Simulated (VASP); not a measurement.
# Ti (P6_3/mmc) in VASP: notebook

One crystal, Ti, is run at these levels: PBEsol; tasks: electric field gradients.

All numbers are computed with VASP 6.6.1; they aren't measurements. Logs are shortened: lines on timing, memory, paths and dates and some standing lists are left out, and cuts for length are marked.

## 1. Starting point

It takes space group P6_3/mmc (No. 194, hexagonal). Conventional cell: a = 2.950 Å, b = 2.950 Å, c = 4.680 Å, α = 90.00°, β = 90.00°, γ = 120.00°. Around Ti (site symmetry -6m2) lie 12 Ti at 2.89 to 2.95 Å.

## 2. Electric field gradients, PBEsol

INCAR reads:

```
PREC = Accurate
ENCUT = 520
EDIFF = 1E-7
ISMEAR = -1
SIGMA = 0.05
LREAL = F
LASPH = T
NELM = 60
ALGO = Normal
ISIF = 2
LWAVE = F
LCHARG = F
GGA = PS
LEFG = T
```

KPOINTS reads:

```
regular mesh
0
Gamma
  18 18 10
```

POSCAR reads:

```
Ti
1.0
    2.9500000000      0.0000000000      0.0000000000
   -1.4750000000      2.5547749412      0.0000000000
    0.0000000000      0.0000000000      4.6800000000
Ti
2
Direct
    0.3333333333      0.6666666667      0.2500000000
    0.6666666667      0.3333333333      0.7500000000
```

Potentials or basis: VASP PAW PBE potentials, release 64 (Ti_sv).

Launch:

```console
$ cat potpaw_PBE.64/Ti_sv/POTCAR > POTCAR
$ mpirun -np 1 vasp_std > vasp.out
```

OUTCAR:

```text
PREC = Accurate
   ENCUT = 520
   EDIFF = 1E-7
   ISMEAR = -1
   LREAL = F
   LASPH = T
   NELM = 60
   ISIF = 2
   GGA = PS

 ion  position               nearest neighbor table
   1  0.333  0.667  0.250-   2 2.89   2 2.89   2 2.89   2 2.89   2 2.89   2 2.89
   2  0.667  0.333  0.750-   1 2.89   1 2.89   1 2.89   1 2.89   1 2.89   1 2.89

  LATTYP: Found a hexagonal cell.
 ALAT       =     2.9500000000
 C/A-ratio  =     1.5864406780

  Lattice vectors:

 A1 = (   2.9500000000,   0.0000000000,   0.0000000000)
 A2 = (  -1.4750000000,   2.5547749412,   0.0000000000)
 A3 = (   0.0000000000,   0.0000000000,   4.6800000000)

Analysis of symmetry for initial positions (statically):
=====================================================================
 Subroutine PRICEL returns:
 Original cell was already a primitive cell.

 Routine SETGRP: Setting up the symmetry group for a
 hexagonal supercell.

 Subroutine GETGRP returns: Found 24 space group operations
 (whereof 12 operations were pure point group operations)
 out of a pool of 24 trial point group operations.

The static configuration has the point symmetry D_3d.
 The point group associated with its full space group is D_6h.

Analysis of symmetry for dynamics (positions and initial velocities):
=====================================================================
 Subroutine PRICEL returns:
 Original cell was already a primitive cell.

 Routine SETGRP: Setting up the symmetry group for a
 hexagonal supercell.

 Subroutine GETGRP returns: Found 24 space group operations
 (whereof 12 operations were pure point group operations)
 out of a pool of 24 trial point group operations.

The dynamic configuration has the point symmetry D_3d.
 The point group associated with its full space group is D_6h.

 Subroutine INISYM returns: Found 24 space group operations
 (whereof 12 operations are pure point group operations),
 and found     1 'primitive' translations

----------------------------------------------------------------------------------------

                                     Primitive cell

  volume of cell :      35.2712

  direct lattice vectors                    reciprocal lattice vectors
     2.950000000  0.000000000  0.000000000     0.338983051  0.195711956  0.000000000
    -1.475000000  2.554774941  0.000000000     0.000000000  0.391423911  0.000000000
     0.000000000  0.000000000  4.680000000     0.000000000  0.000000000  0.213675214

  length of vectors
     2.950000000  2.950000000  4.680000000     0.391423911  0.391423911  0.213675214

  position of ions in fractional coordinates (direct lattice)
     0.333333333  0.666666667  0.250000000
     0.666666667  0.333333333  0.750000000

  ion indices of the primitive-cell ions
   primitive index   ion index
                 1           1
                 2           2

----------------------------------------------------------------------------------------

 KPOINTS: regular mesh

Automatic generation of k-mesh.
 Grid dimensions read from file:
 generate k-points for:   18   18   10

 Generating k-lattice:

  Cartesian coordinates                     Fractional coordinates (reciprocal lattice)
     0.018832392  0.010872886  0.000000000     0.055555556 -0.000000000  0.000000000
     0.000000000  0.021745773  0.000000000     0.000000000  0.055555556  0.000000000
     0.000000000  0.000000000  0.021367521     0.000000000  0.000000000  0.100000000

  Length of vectors
     0.021745773  0.021745773  0.021367521

  Shift w.r.t. Gamma in fractional coordinates (k-lattice)
     0.000000000  0.000000000  0.000000000

 Subroutine IBZKPT returns following result:
 ===========================================

 Found    222 irreducible k-points:

 Following reciprocal coordinates:
            Coordinates               Weight
  0.000000  0.000000  0.000000      1.000000
  0.055556  0.000000  0.000000      6.000000
  0.111111  0.000000  0.000000      6.000000
  0.166667  0.000000  0.000000      6.000000
  0.222222  0.000000  0.000000      6.000000
  0.277778  0.000000  0.000000      6.000000
[... 16 lines left out ...]
  0.333333  0.111111  0.000000     12.000000
  0.388889  0.111111  0.000000     12.000000
 [... further k-points ...]
   k-points           NKPTS =    222   k-points in BZ     NKDIM =    222   number of bands    NBANDS=     16
   number of dos      NEDOS =    301   number of ions     NIONS =      2
   total plane-waves  NPLWV =  20736
   dimension x,y,z NGX =    24 NGY =   24 NGZ =   36
   dimension x,y,z NGXF=    48 NGYF=   48 NGZF=   72
   ions per type =               2
   NGX,Y,Z   is equivalent  to a cutoff of  13.53, 13.53, 12.79 a.u.
   NGXF,Y,Z  is equivalent  to a cutoff of  27.05, 27.05, 25.58 a.u.
 SYSTEM =  unknown system
   PREC   = accura    normal or accurate (medium, high low for compatibility)
   ISTART =      0    job   : 0-new  1-cont  2-samecut
   ICHARG =      2    charge: 1-file 2-atom 10-const
   ISPIN  =      1    spin polarized calculation?
   LNONCOLLINEAR =      F non collinear calculations
   LSORBIT =      F    spin-orbit coupling
   LASPH  =      T    aspherical Exc in radial PAW
   ENCUT  =  520.0 eV  38.22 Ry    6.18 a.u.   5.49  5.49  8.70*2*pi/ulx,y,z
   NELM   =     60;   NELMIN=  2; NELMDL= -5     # of ELM steps
   EDIFF  = 0.1E-06   stopping-criterion for ELM
   LREAL  =      F    real-space projection
   EDIFFG = 0.1E-05   stopping-criterion for IOM
   NSW    =      0    number of steps for IOM
   IBRION =     -1    ionic relax: 0-MD 1-quasi-New 2-CG
   NFREE  =      0    steps in history (QN), initial steepest desc. (CG)
   ISIF   =      2    stress and relaxation
   ISYM   =      2    0-nonsym 1-usesym 2-fastsym
   POTIM  = 0.5000    time-step for ionic-motion
   TEBEG  =    0.0;   TEEND  =   0.0 temperature during run
   PSTRESS=    0.0 pullay stress
   NELECT =      24.0000    total number of electrons
   NUPDOWN=      -1.0000    fix difference up-down
   EMIN   =  10.00;   EMAX   =-10.00  energy-range for DOS
   EFERMI =   0.00;   METHOD = LEGACY
   ISMEAR =    -1;   SIGMA  =   0.05  broadening in eV -4-tet -1-fermi 0-gaus
   EFERMI_NEDOS =   21; number of points for ismear=-14 and -15
   IALGO  =     38    algorithm
   IMIX   =      4    mixing-type and parameters
     AMIX     =   0.40;   BMIX     =  1.00
     AMIX_MAG =   1.60;   BMIX_MAG =  1.00
  volume/ion in A,a.u.               =      17.64       119.01
  Fermi-wavevector in a.u.,A,eV,Ry     =   1.439920  2.721055 28.209912  2.073370
  Thomas-Fermi vector in A             =   2.558722
   LORBIT       =      0    0 simple, 1 ext, 2 COOP (PROOUT), +10 PAW based schemes
   GGA     = PS    functional components
   LHFCALC =     F    Hartree Fock is set to
   AEXX    =    0.0000 exact exchange contribution
   IVDW    =     0    specifies the selected vdW correction
   LEPSILON=     F    determine dielectric tensor
   LRPA    =     F    only Hartree local field effects (RPA)
 non-spin polarized calculation
  energy-cutoff  :      520.00
  volume of cell :       35.27
 maximum number of plane-waves:       976
 NGX is ok and might be reduce to    24
   NGX = 11   NGY = 11   NGZ = 17

 number of electron      24.0000002 magnetization

 Free energy of the ion-electron system (eV)
  ---------------------------------------------------
  ext. energy  EPLUGINS =         0.00000000
  ---------------------------------------------------
  free energy    TOTEN  =       -16.65108200 eV

  energy without entropy =      -16.63365489  energy(sigma->0) =      -16.64236844

 E-fermi :   8.0515     XC(G=0): -11.5623

 val. band max:        8.0492657161   @ k =   0.3333   0.1667   0.4000
 cond. band min:       8.0554152045   @ k =   0.1667   0.0000   0.1000
 fundamental gap:      0.0061494884
 Fermi energy:         8.0514644695

 k-point     1 :       0.0000    0.0000    0.0000
  band No.  band energies     occupation
      1     -48.6042      2.00000
      2     -48.4738      2.00000
      3     -25.2791      2.00000
      4     -24.6562      2.00000
      5     -24.6562      2.00000
      6     -24.5972      2.00000
[... 8 lines left out ...]
     15       9.3014      0.00000
     16       9.3014      0.00000
[... 419 lines left out ...]
 k-point    24 :       0.3889    0.1111    0.0000
  band No.  band energies     occupation
      1     -48.4917      2.00000
      2     -48.4489      2.00000
      3     -25.0851      2.00000
      4     -24.9852      2.00000
      5     -24.9726      2.00000
      6     -24.8167      2.00000
[... 8 lines left out ...]
     15       9.1876      0.00000
     16      11.1117      0.00000

 [... further k-points ...]

------------------------ aborting loop because EDIFF is reached ----------------------------------------

  FORCE on cell =-STRESS in cart. coord.  units (eV):
  Direction    XX          YY          ZZ          XY          YZ          ZX
  --------------------------------------------------------------------------------------
  -------------------------------------------------------------------------------------
  Total       -1.2805284     -1.2805284     -1.3791599      0.0000000      0.0000000      0.0000000
  in kB      -58.1673500    -58.1673500    -62.6476343      0.0000000      0.0000000      0.0000000
  external PRESSURE =     -59.6607781 kB  Pullay stress =       0.0000000 kB

 VOLUME and BASIS-vectors are now :
 -----------------------------------------------------------------------------
  energy-cutoff  :      520.00
  volume of cell :       35.27
      direct lattice vectors                 reciprocal lattice vectors
     2.950000000  0.000000000  0.000000000     0.338983051  0.195711956  0.000000000
    -1.475000000  2.554774941  0.000000000     0.000000000  0.391423911  0.000000000
     0.000000000  0.000000000  4.680000000     0.000000000  0.000000000  0.213675214

 POSITION                                       TOTAL-FORCE (eV/Angst)
 -----------------------------------------------------------------------------------
     -0.00000      1.70318      1.17000        -0.000000      0.000000      0.000000
      1.47500      0.85159      3.51000         0.000000     -0.000000      0.000000
 -----------------------------------------------------------------------------------
    total drift:                               -0.000000      0.000000     -0.000000

  FREE ENERGIE OF THE ION-ELECTRON SYSTEM (eV)
  ---------------------------------------------------
  free  energy   TOTEN  =       -16.6510819973 eV

  energy  without entropy=      -16.6336548901  energy(sigma->0) =      -16.64236844

 Electric field gradients (V/A^2)
---------------------------------------------------------------------
 ion       V_xx      V_yy      V_zz      V_xy      V_xz      V_yz
---------------------------------------------------------------------
   1      -8.565    -8.565    17.131    -0.000     0.000    -0.000
   2      -8.565    -8.565    17.131    -0.000    -0.000     0.000
---------------------------------------------------------------------

 Electric field gradients after diagonalization (V/A^2)
 (convention: |V_zz| > |V_xx| > |V_yy|)
----------------------------------------------------------------------
 ion       V_xx      V_yy      V_zz     asymmetry (V_yy - V_xx)/ V_zz
----------------------------------------------------------------------
   1      -8.565    -8.565    17.131       0.000
   2      -8.565    -8.565    17.131       0.000
----------------------------------------------------------------------

           NMR quadrupolar parameters

 Cq : quadrupolar parameter    Cq=e*Q*V_zz/h
 eta: asymmetry parameters     (V_yy - V_xx)/ V_zz
 Q  : nuclear electric quadrupole moment in mb (millibarn)
----------------------------------------------------------------------
 ion       Cq(MHz)       eta       Q (mb)
----------------------------------------------------------------------
   1       0.041       0.000       1.000
   2       0.041       0.000       1.000
----------------------------------------------------------------------
```

It took 54 s on 1 thread of Intel Xeon Platinum 8488C (Sapphire Rapids), shared host; peak memory 0.23 GiB.

What came out:

- Free energy: -16.6511 eV
- Pressure: -6.0 GPa
- Band gap on the k mesh: none (metal or under the smearing width)

Stress tensor (GPa, compression positive):
```
-5.82  0.00  0.00
 0.00 -5.82  0.00
 0.00  0.00 -6.26
```

Levels at points of the mesh, in eV from the Fermi level:
| k point | band 9 | band 10 | band 11 | band 12 | band 13 | band 14 | band 15 | band 16 |
| --- | --- | --- | --- | --- | --- | --- | --- | --- |
| (0.00, 0.00, 0.00) | -6.18 | -2.66 | 0.72 | 0.76 | 0.76 | 0.87 | 1.25 | 1.25 |
| (0.50, 0.00, 0.00) | -2.33 | -2.12 | -1.82 | -0.63 | 0.47 | 0.60 | 1.15 | 3.29 |
| (0.00, 0.00, 0.50) | -4.34 | -4.34 | 0.08 | 0.08 | 0.67 | 0.67 | 0.67 | 0.67 |
| (0.50, 0.00, 0.50) | -2.51 | -2.51 | -0.80 | -0.80 | 1.29 | 1.29 | 1.70 | 1.70 |

Electric field gradients, principal values (V/Å²):
| atom | Vxx | Vyy | Vzz |
| --- | --- | --- | --- |
| 1 Ti | -8.565 | -8.565 | 17.131 |
| 2 Ti | -8.565 | -8.565 | 17.131 |

Caveat: the PAW data sets were made with another functional, which shifts forces and pressure a little.

## 3. Electric field gradients, PBEsol

INCAR, as its differences from that of step 2:

```diff
@@ -1,3 +1,3 @@
 PREC = Accurate
-ENCUT = 520
+ENCUT = 700
 EDIFF = 1E-7
```

KPOINTS reads:

```
regular mesh
0
Gamma
  13 13 7
```

POSCAR is that of step 2.

Potentials or basis: VASP PAW PBE potentials, release 64 (Ti_sv).

Launch:

```console
$ cat potpaw_PBE.64/Ti_sv/POTCAR > POTCAR
$ mpirun -np 1 vasp_std > vasp.out
```

OUTCAR:

```text
PREC = Accurate
   ENCUT = 700
   EDIFF = 1E-7
   ISMEAR = -1
   LREAL = F
   LASPH = T
   NELM = 60
   ISIF = 2
   GGA = PS

 ion  position               nearest neighbor table
   1  0.333  0.667  0.250-   2 2.89   2 2.89   2 2.89   2 2.89   2 2.89   2 2.89
   2  0.667  0.333  0.750-   1 2.89   1 2.89   1 2.89   1 2.89   1 2.89   1 2.89

  LATTYP: Found a hexagonal cell.
 ALAT       =     2.9500000000
 C/A-ratio  =     1.5864406780

  Lattice vectors:

 A1 = (   2.9500000000,   0.0000000000,   0.0000000000)
 A2 = (  -1.4750000000,   2.5547749412,   0.0000000000)
 A3 = (   0.0000000000,   0.0000000000,   4.6800000000)

Analysis of symmetry for initial positions (statically):
=====================================================================
 Subroutine PRICEL returns:
 Original cell was already a primitive cell.

 Routine SETGRP: Setting up the symmetry group for a
[... 648 lines left out ...]
  energy-cutoff  :      700.00
  volume of cell :       35.27
      direct lattice vectors                 reciprocal lattice vectors
     2.950000000  0.000000000  0.000000000     0.338983051  0.195711956  0.000000000
    -1.475000000  2.554774941  0.000000000     0.000000000  0.391423911  0.000000000
     0.000000000  0.000000000  4.680000000     0.000000000  0.000000000  0.213675214

 POSITION                                       TOTAL-FORCE (eV/Angst)
 -----------------------------------------------------------------------------------
     -0.00000      1.70318      1.17000         0.000000     -0.000000      0.000000
      1.47500      0.85159      3.51000        -0.000000      0.000000      0.000000
 -----------------------------------------------------------------------------------
    total drift:                               -0.000000      0.000000     -0.000000

  FREE ENERGIE OF THE ION-ELECTRON SYSTEM (eV)
  ---------------------------------------------------
  free  energy   TOTEN  =       -16.6512470737 eV

  energy  without entropy=      -16.6327000565  energy(sigma->0) =      -16.64197357

 Electric field gradients (V/A^2)
---------------------------------------------------------------------
 ion       V_xx      V_yy      V_zz      V_xy      V_xz      V_yz
---------------------------------------------------------------------
   1      -8.485    -8.484    16.969     0.000     0.000    -0.000
   2      -8.485    -8.484    16.969     0.000    -0.000     0.000
---------------------------------------------------------------------

 Electric field gradients after diagonalization (V/A^2)
 (convention: |V_zz| > |V_xx| > |V_yy|)
----------------------------------------------------------------------
 ion       V_xx      V_yy      V_zz     asymmetry (V_yy - V_xx)/ V_zz
----------------------------------------------------------------------
   1      -8.485    -8.484    16.969       0.000
   2      -8.485    -8.484    16.969       0.000
----------------------------------------------------------------------

           NMR quadrupolar parameters

 Cq : quadrupolar parameter    Cq=e*Q*V_zz/h
 eta: asymmetry parameters     (V_yy - V_xx)/ V_zz
 Q  : nuclear electric quadrupole moment in mb (millibarn)
----------------------------------------------------------------------
 ion       Cq(MHz)       eta       Q (mb)
----------------------------------------------------------------------
   1       0.041       0.000       1.000
   2       0.041       0.000       1.000
----------------------------------------------------------------------
```

OSZICAR:

```text
N       E                     dE             d eps       ncg     rms          rms(c)
DAV:   1     0.270219442263E+03    0.27022E+03   -0.15897E+04  2688   0.225E+03
DAV:   2     0.109502158247E+02   -0.25927E+03   -0.25787E+03  2712   0.543E+02
DAV:   3    -0.177200468153E+02   -0.28670E+02   -0.28470E+02  5312   0.144E+02
DAV:   4    -0.189953300798E+02   -0.12753E+01   -0.12751E+01  2864   0.327E+01
DAV:   5    -0.190700086880E+02   -0.74679E-01   -0.74676E-01  4488   0.523E+00    0.123E+01
DAV:   6    -0.166611990462E+02    0.24088E+01   -0.90559E+00  3184   0.348E+01    0.291E+00
DAV:   7    -0.166367518002E+02    0.24447E-01   -0.89716E-01  4048   0.785E+00    0.205E+00
DAV:   8    -0.166608517133E+02   -0.24100E-01   -0.23336E-01  3192   0.655E+00    0.717E-01
DAV:   9    -0.166509365035E+02    0.99152E-02   -0.60867E-02  3240   0.277E+00    0.678E-02
DAV:  10    -0.166511549372E+02   -0.21843E-03   -0.23910E-03  4288   0.400E-01    0.937E-02
DAV:  11    -0.166512520291E+02   -0.97092E-04   -0.26910E-04  3032   0.141E-01    0.240E-02
DAV:  12    -0.166512462302E+02    0.57989E-05   -0.47953E-05  4048   0.547E-02    0.126E-02
DAV:  13    -0.166512464754E+02   -0.24523E-06   -0.14924E-06  3264   0.131E-02    0.509E-03
DAV:  14    -0.166512469598E+02   -0.48440E-06   -0.76501E-07  3480   0.822E-03    0.258E-04
DAV:  15    -0.166512470608E+02   -0.10096E-06   -0.58548E-08  1992   0.204E-03    0.212E-04
DAV:  16    -0.166512470737E+02   -0.12948E-07   -0.90415E-09  1752   0.103E-03
   1 F= -.16651247E+02 E0= -.16641974E+02  d E =-.185470E-01
```

stdout:

```text
POSCAR found type information on POSCAR Ti
 POSCAR found :  1 types and       2 ions
 scaLAPACK will be used
 -----------------------------------------------------------------------------
|                                                                             |
|                                                                             |
|     You enforced a specific xc type in the INCAR file but a different       |
|     I HOPE YOU KNOW WHAT YOU ARE DOING!                                     |
|                                                                             |
 -----------------------------------------------------------------------------

 LDA part: xc-table for (Slater+PW92), standard interpolation
 POSCAR, INCAR and KPOINTS ok, starting setup
 FFT: planning ... GRIDC
 FFT: planning ... GRID_SOFT
 FFT: planning ... GRID
 WAVECAR not read
 entering main loop
ion   1

ion   2
```

It took 44 s on 1 thread of Intel Xeon Platinum 8488C (Sapphire Rapids), shared host; peak memory 0.21 GiB.

Results:

```
Free energy            : -16.6512 eV
Pressure               : -5.9 GPa
Band gap on the k mesh : none (metal or under the smearing width)
```

Electric field gradients, principal values (V/Å²):
| atom | Vxx | Vyy | Vzz |
| --- | --- | --- | --- |
| 1 Ti | -8.484 | -8.485 | 16.969 |
| 2 Ti | -8.484 | -8.485 | 16.969 |

Caveat: the PAW data sets were made with another functional, which shifts forces and pressure a little.
